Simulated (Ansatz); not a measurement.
# What SiC (model cell, started as layered BN type) distorts into

Which phase does SiC (model cell, started as layered BN type) fall into along its unstable mode, and how much energy does it gain?

Program: Ansatz 0.2.0. Level of theory: DFT PBEsol, scalar-relativistic, plane waves, PAW. Results are calculated unless marked as measured.

The structure was built from a prototype and need not be the compound's stable phase.

### 1. Starting point

Symmetry: P6_3/mmc, No. 194, hexagonal system. Conventional cell: a = 3.168 Å, b = 3.168 Å, c = 4.686 Å, α = 90.00°, β = 90.00°, γ = 120.00°. Nearest to Si lie 3 C at 1.83 Å. Nearest to C lie 3 Si at 1.83 Å. Farther neighbours are not listed.

### 2. Phonons on a q mesh

The cell comes from relaxations at this level that are not shown. Stability and thermal properties need the whole zone. Linear response on a 3×3×2 q mesh gives force constants as far as a supercell of that size would.

File input.yaml:

```yaml
crystal:
  lattice:
    - [3.1677838643, 0.0, 0.0]
    - [-1.5838919322, 2.7433813001, 0.0]
    - [0.0, 0.0, 4.6859849543]
  atoms:
    - { symbol: Si, position: [0.3333333333, 0.6666666667, 0.25] }
    - { symbol: Si, position: [0.6666666667, 0.3333333333, 0.75] }
    - { symbol: C, position: [0.6666666667, 0.3333333333, 0.25] }
    - { symbol: C, position: [0.3333333333, 0.6666666667, 0.75] }
kpoints:
  mp_grid: { grid: [15, 15, 8] }
hamiltonian:
  xc: pbesol
scf:
  occupations: { method: methfessel_paxton, width: 0.15 }
output:
  eigenvalues: true
phonons:
  method: dfpt
  qmesh: [3, 3, 2]
  temperatures: { t_max: 1000, t_step: 50 }
  qpath:
    path:
      - [[0.0, 0.0, 0.0], [0.5, 0.0, 0.0], [0.33333333, 0.33333333, 0.0], [0.0, 0.0, 0.0], [0.0, 0.0, 0.5], [0.5, 0.0, 0.5], [0.33333333, 0.33333333, 0.5], [0.0, 0.0, 0.5]]
      - [[0.5, 0.0, 0.5], [0.5, 0.0, 0.0]]
      - [[0.33333333, 0.33333333, 0.5], [0.33333333, 0.33333333, 0.0]]
    npoints: 10
```

On the command line:

```sh
$ ansatz run input.yaml --threads 4 --pin off --max-ram 7168MiB --backend cpu --events-out ev --progress --plain --runs-dir out
```

Numbers of over 12 decimals in the logs are rounded to 6 here.

What it wrote:

```text
Warning: phonons: the dynamical matrix that this run interpolates holds no multipole term above the dipole-dipole one, and a site of this crystal is no centre of inversion, so its interpolated transverse optical and acoustic branches and sound speeds can stay off near Gamma, and the density of states and the thermodynamics with them. What a run solves at a wave vector of phonons.qpoints, Gamma apart, where the deck admits one, is free of this, and under fd what a larger phonons.supercell samples
Engine: ansatz 0.2.0, x86_64-unknown-linux-gnu
Pseudopotentials: kind: paw
Pseudopotential: Si, paw, valence charge 4, recommended cutoff 420 eV (normal), Si.paw.azcp
Pseudopotential: C, paw, valence charge 4, recommended cutoff 420 eV (normal), C.paw.azcp
Functional definition: PBEsol
  exchange = pbesol_x
  correlation = pbesol_c
Crystal: 4 atoms, lattice volume = 40.723 Å³
Basis set: ecut = 420 eV, 795 PW (Γ), exchange–correlation on 48×48×64 points (8 copies of the dense FFT grid, shifted against one another)
Bands: 12, of which v1, the nominal top of the filled ones, is band 8 counted from 1 (7 counted from 0)
Symmetry: 24 space group operations
k-points: 135 of 1800
Non-local potential: Si, projectors of the file, l = 0: 2, l = 1: 2, l = 2: 2
Non-local potential: C, projectors of the file, l = 0: 2, l = 1: 2, l = 2: 1
PAW form: soft (Blöchl's): semilocal exchange-correlation on the pseudo side does not see the compensation charge
PAW frozen core: Si, regenerated for the run's functional, and the local potential with it (the file was generated under x = pbe(κ = 0.804, μ = 0.219515), c = pbe(β = 0.066725))
PAW frozen core: C, regenerated for the run's functional, and the local potential with it (the file was generated under x = pbe(κ = 0.804, μ = 0.219515), c = pbe(β = 0.066725))
PAW one-centre angular grid: Si, 110 points (default); XC on 64 Gauss nodes
PAW one-centre angular grid: C, 110 points (default); XC on 64 Gauss nodes
Initial density: superposition of atomic densities (neutral atoms: chi_scale 0, normalization atom), corrected by the library's trained network
Initial wavefunctions: pseudopotential atomic-orbital guess
Functional: x = pbesol(κ = 0.804, μ = 0.123457), c = pbesol(β = 0.046)
SCF iter   1: F=—  HF=-1735.636613 eV  |F-HF|=—  |Δ(HF+E_count)|=         —  Δρ=3.92e-3  dr2=6.78e-3  ethr=1.77e-3  ⟨swp⟩=5.1  Hψ=10459  notcnv=0
preconditioner: auto → none  [metal: Δε(μ)=0.052 eV  Ē_g=11.513 eV  σ=0.150 eV  W_gap=0.29  n_scr=8 (ndim 8)  ℏωp=23.3 eV  f_vac=0.000  D(μ)=0.20/eV (n_scr^D=0)  sad-step TF]
SCF iter   2: F=—  HF=-1735.635733 eV  |F-HF|=—  |Δ(HF+E_count)|=   8.81e-4  S|Δr|=    0.00e0  Δρ=1.75e-3  dr2=1.34e-3  ethr=4.24e-5  ⟨swp⟩=1.3  Hψ=2957  notcnv=0
SCF iter   3: F=—  HF=-1735.635534 eV  |F-HF|=—  |Δ(HF+E_count)|=   1.99e-4  S|Δr|=    0.00e0  Δρ=4.35e-4  dr2=8.56e-5  ethr=8.35e-6  ⟨swp⟩=2.0  Hψ=2682  notcnv=0
SCF iter   4: F=—  HF=-1735.635522 eV  |F-HF|=—  |Δ(HF+E_count)|=   1.15e-5  S|Δr|=    0.00e0  Δρ=7.02e-5  dr2=9.22e-7  ethr=5.35e-7  ⟨swp⟩=2.3  Hψ=2521  notcnv=0
SCF iter   5: F=—  HF=-1735.635523 eV  |F-HF|=—  |Δ(HF+E_count)|=   8.60e-7  S|Δr|=    0.00e0  Δρ=8.40e-6  dr2=1.97e-8  ethr=5.76e-9  ⟨swp⟩=2.5  Hψ=2562  notcnv=0
SCF iter   6: F=—  HF=-1735.635523 eV  |F-HF|=—  |Δ(HF+E_count)|=   3.77e-9  S|Δr|=    0.00e0  Δρ=2.97e-6  dr2=2.45e-9  ethr=1.23e-10  ⟨swp⟩=2.0  Hψ=2474  notcnv=0
SCF iter   7: F=—  HF=-1735.635523 eV  |F-HF|=—  |Δ(HF+E_count)|=  3.71e-10  S|Δr|=    0.00e0  Δρ=1.64e-7  dr2=1.23e-11  ethr=1.53e-11  ⟨swp⟩=2.8  Hψ=2958  notcnv=0
SCF iter   8: F=-1735.635523 eV  HF=-1735.635523 eV  |F-HF|=6.82e-13  |Δ(HF+E_count)|=  1.82e-12  S|Δr|=    0.00e0  Δρ=2.20e-8  dr2=1.78e-13  ethr=1.00e-12  ⟨swp⟩=5.2  Hψ=6374  notcnv=0
SCF 1 converged in 8 iterations: F = -1735.635523 eV  dr2 = 1.78e-13
  greatest PAW one-centre occupation: 0.649 electrons in one spin orbital (limit 2), on the C atom at site 3 (counted from 0), in its partial waves of l = 0
Initial density: read from a saved state, or passed on in memory by an earlier SCF of this step, an earlier step, the calling program or the single point that the run made first
iter 1 solved again at ethr=4.42e-8 eV; its pass at ethr=3.10e-3 eV (dr2=7.08e-6 eV) is discarded
SCF iter   1: F=—  HF=-1735.635523 eV  |F-HF|=—  |Δ(HF+E_count)|=         —  Δρ=2.94e-7  dr2=1.59e-11  ethr=4.42e-8  ⟨swp⟩=3.1  Hψ=15473  notcnv=0
eigensolver tolerance schedule: the retry pair's looser diagonalisation over-reported the residual by 445744.86 of it (diagonalisation noise at an unbounded share of the residual, at the tolerance the schedule requests for it); recorded, not acted on — ethr = c·dr2/N_el stays at c = 1.0e-1
preconditioner: auto → none  [insulator: Δε(μ)=0.121 eV  Ē_g=11.530 eV  σ=0.150 eV  W_gap=0.55  n_scr=8 (ndim 8)  ℏωp=23.3 eV  f_vac=0.000  D(μ)=0.20/eV (n_scr^D=0)  ε∞_Penn≈5.1]
SCF iter   2: F=—  HF=-1735.635523 eV  |F-HF|=—  |Δ(HF+E_count)|=   1.10e-7  S|Δr|=    0.00e0  Δρ=1.44e-7  dr2=4.82e-12  ethr=1.00e-12  ⟨swp⟩=2.4  Hψ=8088  notcnv=0
SCF iter   3: F=-1735.635523 eV  HF=-1735.635523 eV  |F-HF|=4.55e-13  |Δ(HF+E_count)|=  2.27e-12  S|Δr|=    0.00e0  Δρ=9.41e-8  dr2=1.62e-12  ethr=1.00e-12  ⟨swp⟩=1.0  Hψ=3780  notcnv=0
SCF 2 converged in 3 iterations: F = -1735.635523 eV  dr2 = 1.62e-12
phonons: the bands overlap, so this run is a metal and interpolates without the dipole-dipole term. If the crystal is really an insulator or semiconductor, its LO-TO splitting is missing
NSCF: frozen V_eff on 135 k-points
WARN: eigensolver did not converge in 13 slots of this pass, the one above among them; of largest residual over every band (k=31): 1 band(s) unlocked (lowest unlocked band 11, counted from 0; max residual 4.65e-4 eV among the unlocked bands, 4.65e-4 eV over every band); of lowest unlocked band (k=12): band 11
NSCF: frozen V_eff on 320 k-points
DFPT response loops at q = (0, 0, 0) (fractional): preconditioner auto → Kerker (q_TF=auto, 2.335 Å⁻¹) (partly filled bands, converged f_vac=0.000); β = 1.00, the filter's whole step (`scf.mixing.beta` (0.50) is not read by the response loops under this deck's `scf.mixing.preconditioner`; to damp them name `kerker` or `kerker_dos`, under which they read `scf.mixing.beta`, and type it under 1.00, their step now; both keys bind the ground state too); Broyden in place of MSR1
NSCF: frozen V_eff on 640 k-points
DFPT response loops at q = (0, 0, -0.5) (fractional): mixed as the last ones told, above
NSCF: frozen V_eff on 1200 k-points
DFPT response loops at q = (0, 0.333333, 0) (fractional): mixed as the last ones told, above
NSCF: frozen V_eff on 1200 k-points
DFPT response loops at q = (0, 0.333333, -0.5) (fractional): mixed as the last ones told, above
NSCF: frozen V_eff on 1200 k-points
DFPT response loops at q = (0.333333, 0.333333, 0) (fractional): mixed as the last ones told, above
NSCF: frozen V_eff on 1200 k-points
DFPT response loops at q = (0.333333, 0.333333, -0.5) (fractional): mixed as the last ones told, above
SCF converged after 8 iterations
Stability not checked: this state was not tested for a lower state beside it, because cold or Methfessel-Paxton smearing, or corrected tetrahedra, fill the levels in a way that the test cannot read (fill_not_monotonic; see scf.lower_state_search)
Free energy (F): -1735.635523 eV
Harris-Foulkes:  -1735.635523 eV  (|F-HF|=6.82e-13)
Internal energy: -1735.635834 eV  (E = F + TS)
E sigma→0 (E₀):  -1735.635601 eV
Entropy (-TS):   0.000311 eV (0.078 meV/atom)
Fermi energy:    11.720213 eV
--- Per-component energies (eV) ---
  E_band       = 60.879738
  E_kinetic    = 271.678163
  E_local      = -202.956284  (includes V_loc(G=0)·N_el)
  E_nonlocal   = 103.000944
  E_hartree    = 62.999218
  E_xc         = -209.361142
  E_vxc        = -218.489424  (∫ρ·V_xc dr)
  E_paw        = -1188.362712  (= ΣΔE_a)
  E_vpaw       = -18.352131  (= ΣTr[D̂ρ^β])
  E_aug_tail   = 0.000028  (compensation charges beyond the density's cutoff)
  E_ewald      = -572.739373
  E_core_change = 0.105322  (= ΣΔE_core)
  E_smearing   = 0.000311  (= −TS)
  E_closure    = 0.000000  (closes the sum)
  Σ components = -1735.635523   (vs F -1735.635523, Δ=0.00e0)
--- Band table (eV; the first three rows and the last of 135) ---
  k-point 0: bands = [... 4 lower, 7.3276, 9.0085, 9.0085, 12.3537, 12.8073, 15.5120, 15.5120, 16.1630]
  k-point 1: bands = [... 4 lower, 7.3822, 8.9340, 8.9340, 11.7915, 12.9036, 15.5221, 15.5221, 16.5249]
  k-point 2: bands = [... 4 lower, 7.5412, 8.7271, 8.7271, 10.4918, 13.1942, 15.5963, 15.5963, 16.3771]
  k-point 134: bands = [... 4 lower, 3.7590, 3.7590, 9.9633, 9.9633, 14.0143, 14.0143, 17.0232, 17.0232]
--- Phonons (Γ-DFPT): 4 representative perturbations + reference (Σ response iterations 12) ---
  ASR residual: 2.513e-5 → 0.000e0 eV/Å²; symmetrization residual: 3.006e-7 eV/Å²
  ASR residual per site (eV/Å²): 2.51e-5 2.51e-5 1.65e-5 1.65e-5
  Γ frequencies (cm⁻¹): -592.93 -88.01 0.00 0.00 0.00 212.39 212.39 586.02 916.03 916.03 925.13 925.13
--- Phonons (arbitrary-q DFPT): 6 irreducible q on the 3×3×2 mesh ---
  q = [0.0000, 0.0000, 0.0000] (star 1, of the zone-centre solve; hermiticity 2.21e-8, symmetrization 9.88e-12): -592.93 -88.01 -0.00 0.00 0.00 212.39 212.39 586.02 916.03 916.03 925.13 925.13
  q = [0.0000, 0.0000, -0.5000] (star 1, 4 solved perturbations in 910 linear systems a pass and spin channel, the states on 320 of 1800 k-point pairs; hermiticity 2.80e-8, symmetrization 6.67e-9): 148.54 148.54 177.48 177.48 177.48 177.48 543.20 543.20 920.35 920.35 920.35 920.35
  q = [0.0000, 0.3333, 0.0000] (star 6, 6 solved perturbations on 600 of 1800 k-point pairs; hermiticity 1.93e-8, symmetrization 2.28e-11): -477.24 -259.01 211.05 275.55 317.27 468.67 523.01 525.77 883.55 897.58 917.21 971.38
  q = [0.0000, 0.3333, -0.5000] (star 6, 6 solved perturbations on 600 of 1800 k-point pairs; hermiticity 1.33e-8, symmetrization 2.76e-9): 81.56 81.56 290.71 290.71 313.91 313.91 548.70 548.70 902.86 902.86 925.87 925.87
  q = [0.3333, 0.3333, 0.0000] (star 2, 4 solved perturbations in 1660 linear systems a pass and spin channel, the states on 600 of 1800 k-point pairs; hermiticity 7.39e-8, symmetrization 2.18e-8): -365.69 -365.69 383.73 428.68 428.68 464.25 550.02 550.02 839.61 839.61 904.64 968.47
  q = [0.3333, 0.3333, -0.5000] (star 2, 4 solved perturbations in 1660 linear systems a pass and spin channel, the states on 600 of 1800 k-point pairs; hermiticity 6.85e-8, symmetrization 1.38e-8): 128.85 128.85 139.29 139.29 439.66 439.66 604.06 604.06 830.97 830.97 944.97 944.97
  sum rule: each row above includes the acoustic sum rule's correction from the zone centre's row sums; it moved no ω² by more than (0.61 cm⁻¹)²
  mesh force constants: q→R imaginary residual 1.52e-16; ASR residual 2.513e-5 → 0.000e0 eV/Å²; symmetrization residual 2.842e-14 eV/Å²
  interpolated dispersion: 93 rows × 12 modes
  density of states and harmonic sums: on the 24×24×14 q-mesh, interpolated from the force constants of a 3×3×2 supercell (no non-analytic term)
  largest difference from the sums on the solved wave vectors: F 8.23e-2 eV, S 1.22e-4 and C_V 3.96e-5 eV/K
  zero-point energy: 0.370360 eV/cell   skipped modes (ω ≤ 0): 749, of them read as no rigid motion or as one in doubt: 746 (1.627e0 modes/cell left out, lowest -592.93 cm⁻¹)   left out of the sums: 1.36e-1 of the cell's modes: C_V's classical limit lies that fraction below 3 k_B per atom; for a crystal, a wire or a layer, F and S can be off by more, and a phonons.interpolated_qmesh denser along its periods is the remedy for the sampling
```

Wall time 40 s (4 threads of AMD EPYC 9R45 (Zen 5), shared host); peak memory 1 GiB.

Reading the cycles: dr2 is the Hartree energy of the density residual (eV), the measure of convergence; HF is the Harris–Foulkes estimate of the energy, which meets the free energy F at convergence.

This step gave:

```
volume per atom                                         : 10.18 Å³
gap on the k-mesh                                       : 0 eV
sum-rule residual before enforcement                    : 2.51e-5 eV/Å²
lowest frequency on the path                            : -592.9 cm⁻¹
point group                                             : 6/mmm
highest frequency on the path or at a solved wavevector : 973 cm⁻¹
highest optical mode at the zone centre (no LO-TO term) : 925.1 cm⁻¹
lowest optical zone-centre mode                         : -592.9 cm⁻¹
lowest mode on the q mesh (acoustic modes at Γ apart)   : -592.9 cm⁻¹
```

Frequencies (cm⁻¹) solved at each irreducible wavevector; negative means imaginary. Frequencies by wavevector, by row:

| q in reciprocal lattice units | star | mode 1 | mode 2 | mode 3 | mode 4 | mode 10 | mode 11 | mode 12 |
| --- | --- | --- | --- | --- | --- | --- | --- | --- |
| 0 0 0 | 1 | -592.9 | -88 | 0 | 0 | 916 | 925.1 | 925.1 |
| 0 0 -0.5 | 1 | 148.5 | 148.5 | 177.5 | 177.5 | 920.4 | 920.4 | 920.4 |
| 0 0.3333 0 | 6 | -477.2 | -259 | 211.1 | 275.6 | 897.6 | 917.2 | 971.4 |
| 0 0.3333 -0.5 | 6 | 81.6 | 81.6 | 290.7 | 290.7 | 902.9 | 925.9 | 925.9 |
| 0.3333 0.3333 0 | 2 | -365.7 | -365.7 | 383.7 | 428.7 | 839.6 | 904.6 | 968.5 |
| 0.3333 0.3333 -0.5 | 2 | 128.8 | 128.8 | 139.3 | 139.3 | 831 | 945 | 945 |

Interpolated from a 3×3×2 q mesh. Phonon branches along the path, in cm⁻¹:

| point | branch 1 | branch 2 | branch 3 | branch 4 | branch 9 | branch 10 | branch 11 | branch 12 |
| --- | --- | --- | --- | --- | --- | --- | --- | --- |
| Γ | -593 | -88 | 0 | 0 | 916 | 916 | 925 | 925 |
| halfway | -520 | -211 | 178 | 208 | 898 | 909 | 921 | 969 |
| M | -421 | -316 | 233 | 349 | 863 | 897 | 914 | 937 |
| halfway | -406 | -328 | 310 | 378 | 856 | 872 | 900 | 959 |
| K | -366 | -366 | 384 | 429 | 840 | 840 | 905 | 968 |
| halfway | -500 | -234 | 233 | 240 | 900 | 904 | 913 | 971 |
| Γ | -593 | -88 | 0 | 0 | 916 | 916 | 925 | 925 |
| halfway | -318 | 98 | 105 | 105 | 917 | 917 | 924 | 924 |
| A | 148 | 148 | 178 | 178 | 920 | 920 | 920 | 920 |
| halfway | 91 | 91 | 266 | 266 | 908 | 908 | 935 | 935 |
| L | 77 | 77 | 222 | 222 | 898 | 898 | 899 | 899 |
| halfway | 87 | 87 | 196 | 196 | 856 | 856 | 932 | 932 |
| H | 129 | 129 | 139 | 139 | 831 | 831 | 945 | 945 |
| halfway | 80 | 80 | 304 | 304 | 903 | 903 | 935 | 935 |
| A | 148 | 148 | 178 | 178 | 920 | 920 | 920 | 920 |
| jump to L | 77 | 77 | 222 | 222 | 898 | 898 | 899 | 899 |
| halfway | -307 | -249 | 260 | 288 | 875 | 892 | 911 | 923 |
| M | -421 | -316 | 233 | 349 | 863 | 897 | 914 | 937 |
| jump to H | 129 | 129 | 139 | 139 | 831 | 831 | 945 | 945 |
| halfway | -282 | -282 | 345 | 345 | 836 | 836 | 918 | 964 |
| K | -366 | -366 | 384 | 429 | 840 | 840 | 905 | 968 |

Symmetry leaves 6 wavevectors to solve. The lowest mode among them, the acoustic zeros apart, lies at Γ and is imaginary, 592.9i cm⁻¹, so the energy falls along it.

### 3. The mode frozen in, largest atomic shift 0 Å

The mode followed lies at q = (0, 0.333, 0) with frequency 477.2i cm⁻¹, one of the unstable modes though not the softest. At small amplitude the distorted cell has space group no. 12 by a symmetry search on the positions. The undistorted cell that holds it gives the zero of energy on the same k mesh.

System of this step: SiC (model cell, started as layered BN type). Symmetry: P6_3/mmc, No. 194, hexagonal system. The conventional cell has a = 3.168 Å, b = 3.168 Å, c = 4.686 Å, α = 90.00°, β = 90.00°, γ = 120.00°. Nearest to Si lie 3 C at 1.83 Å. C has 3 Si at 1.83 Å nearest. Farther neighbours are not listed.

File input.yaml:

```yaml
crystal:
  lattice:
    - [-3.1677838643, 0.0, 0.0]
    - [0.0, 0.0, -4.6859849543]
    - [-1.5838919321, -8.2301439005, 0.0]
  atoms:
    - { symbol: Si, position: [0.7777777778, 0.75, 0.4444444444] }
    - { symbol: Si, position: [0.4444444444, 0.75, 0.1111111111] }
    - { symbol: Si, position: [0.1111111111, 0.75, 0.7777777778] }
    - { symbol: Si, position: [0.2222222222, 0.25, 0.5555555556] }
    - { symbol: Si, position: [0.8888888889, 0.25, 0.2222222222] }
    - { symbol: Si, position: [0.5555555556, 0.25, 0.8888888889] }
    - { symbol: C, position: [0.2222222222, 0.75, 0.5555555556] }
    - { symbol: C, position: [0.8888888889, 0.75, 0.2222222222] }
    - { symbol: C, position: [0.5555555556, 0.75, 0.8888888889] }
    - { symbol: C, position: [0.7777777778, 0.25, 0.4444444444] }
    - { symbol: C, position: [0.4444444444, 0.25, 0.1111111111] }
    - { symbol: C, position: [0.1111111111, 0.25, 0.7777777778] }
kpoints:
  mp_grid: { grid: [10, 8, 10] }
hamiltonian:
  xc: pbesol
scf:
  occupations: { method: methfessel_paxton, width: 0.15 }
output:
  forces: true
  stress: true
  eigenvalues: true
```

What it wrote:

```text
[...]
Crystal: 12 atoms, lattice volume = 122.170 Å³
Basis set: ecut = 420 eV, 2405 PW (Γ), exchange–correlation on 48×64×120 points (8 copies of the dense FFT grid, shifted against one another)
Bands: 36, of which v1, the nominal top of the filled ones, is band 24 counted from 1 (23 counted from 0)
Symmetry: 24 space group operations
[...]
k-points: 155 of 800
[...]
k-point 0: bands = [... 20 lower, 9.0074, 9.2790, 9.2790, 11.9677, 11.9677, 12.3504, 12.8062, 15.5120, ... 8 higher]
  k-point 1: bands = [... 20 lower, 8.9458, 8.9998, 9.7910, 11.7639, 12.2112, 12.3205, 12.8945, 15.4440, ... 8 higher]
  k-point 2: bands = [... 20 lower, 8.7678, 8.9748, 10.2905, 11.6032, 12.2293, 12.4889, 13.1219, 15.2798, ... 8 higher]
  k-point 154: bands = [... 20 lower, 9.3064, 9.3064, 9.5048, 9.5048, 13.7224, 13.7224, 13.8692, 13.8692, ... 8 higher]
[key lines of the parts left out:]
SCF converged after 6 iterations
Free energy (F): -5206.907375 eV
Fermi energy:    11.684862 eV
P = ⅓ Tr σ = 0.0180 GPa (0.180 kbar)
```

Elapsed: 2.8 s, on 4 threads; peak memory 0.84 GiB; 11 s of CPU time.

Numbers from this step:

* pressure: 0.01800 GPa
* energy from the undistorted cell: 0 meV/atom

The run ends at a pressure of 0.02 GPa, with forces up to 0.0048 eV/Å.

[end of part 1 of 2]

[Logs are printed without paths, hosts, clocks, repeated set-up lines and the standing remarks that a program may print on its own settings, such as how far it seeks lower states.]

[Hosts, paths, dates, database ids (printed as entryN), source tags and the programs' standing remarks are cut or masked in the printed files.]
